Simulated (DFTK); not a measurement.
# Sb under changes of volume

One of the cells (30.206 Å³/atom); the others are scaled copies at fixed shape and fractional positions:

```
Sb
1.0
     2.15420    1.24373    3.75800
    -2.15420    1.24373    3.75800
     0.00000   -2.48746    3.75800
Sb
2
Direct
  0.76651 0.76651 0.76651
  0.23349 0.23349 0.23349
```

| Quantity | Value |
| --- | --- |
| Program | DFTK 0.8.2 |
| Functional | PBE |
| Potentials or basis | cp2k.nc.sr.pbe.v0_1.semicore.gth (PBE, GTH) |
| Cutoff | 735 eV |
| k mesh | 6 × 6 × 6 |
| Occupations | fermi-dirac, width 0.05 eV |
| Spin | no spin polarisation |

| volume (Å³/atom) | energy over the lowest point (meV/atom) | pressure (GPa) | largest force (eV/Å) |
| --- | --- | --- | --- |
| 28.393 | ? | ? | ? |
| 28.998 | 51.04 | 6.0 | 0.368 |
| 29.602 | 31.24 | 4.5 | 0.246 |
| 30.206 | 16.64 | 3.2 | 0.132 |
| 30.810 | 6.83 | 2.0 | 0.030 |
| 31.414 | 1.42 | 0.9 | 0.064 |
| 32.018 | 0.00 | -0.1 | 0.151 |

**Question.** What does the run at 28.393 Å³/atom give?

**Answer.** Energy over the lowest point 76.61 meV/atom; pressure 7.6 GPa; largest force 0.497 eV/Å.

Worked out: A Birch-Murnaghan fit of order 3 (a polynomial in V^(-2/3)) to the other rows has its minimum at 31.94 Å³/atom with B0 = V·E''(V) = 52 GPa and B' = 3.6 at fixed shape and positions, which overstates the stiffness. It gives 76.60 meV/atom at 28.393 Å³/atom, against the run's 76.61, and -dE/dV = 7.6 GPa, against 7.6.

Energies are extrapolated to zero smearing.

Caveats: GTH potentials come without recommended cutoffs, and this one wasn't checked for convergence.
